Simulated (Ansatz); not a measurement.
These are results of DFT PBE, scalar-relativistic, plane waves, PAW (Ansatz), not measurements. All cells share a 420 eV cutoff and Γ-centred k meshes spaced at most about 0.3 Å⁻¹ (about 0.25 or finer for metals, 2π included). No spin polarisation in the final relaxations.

Temperature and zero-point effects are left out. All come from trial cells, and lower structures may exist.

Question: Which of these relaxed structures of B is the lowest in energy?
1.

```
CELL_PARAMETERS angstrom
2.49883 1.44270 1.20700
-2.49883 1.44270 1.20700
0.00000 -2.88540 1.20700
ATOMIC_POSITIONS crystal
B 0.00000 0.20275 0.79725
B 0.79725 0.00000 0.20275
B 0.20275 0.79725 0.00000
```

2.

```
CELL_PARAMETERS angstrom
1.77076 -2.32185 0.00000
1.77076 2.32185 0.00000
-0.59527 0.00000 5.23075
ATOMIC_POSITIONS crystal
B 0.96595 0.96595 0.83932
B 0.56438 0.16625 0.34466
B 0.43562 0.83375 0.65534
B 0.16625 0.56438 0.34466
B 0.03405 0.03405 0.16068
B 0.83375 0.43562 0.65534
```

Answer: 2. It has space group C2/m (No. 12); the next, 1, with space group R32 (No. 155), lies 0.33 eV/atom higher. Counting all near atoms (those within 1.25 times the shortest such distance or 1.15 times the sum of covalent radii; a slash parts the counts of unlike sites), the lowest has B 5/7 and the next has B 4.

Cells relaxed within their symmetry can be saddle points. The C2/m cell of B came from shaking the R32 one. The part of the Crystallography Open Database at hand lists B in space groups No. 58, 134, 166; no cell shown has one of them. Some types were kept out of the candidates beforehand, so the set may lack a known form.
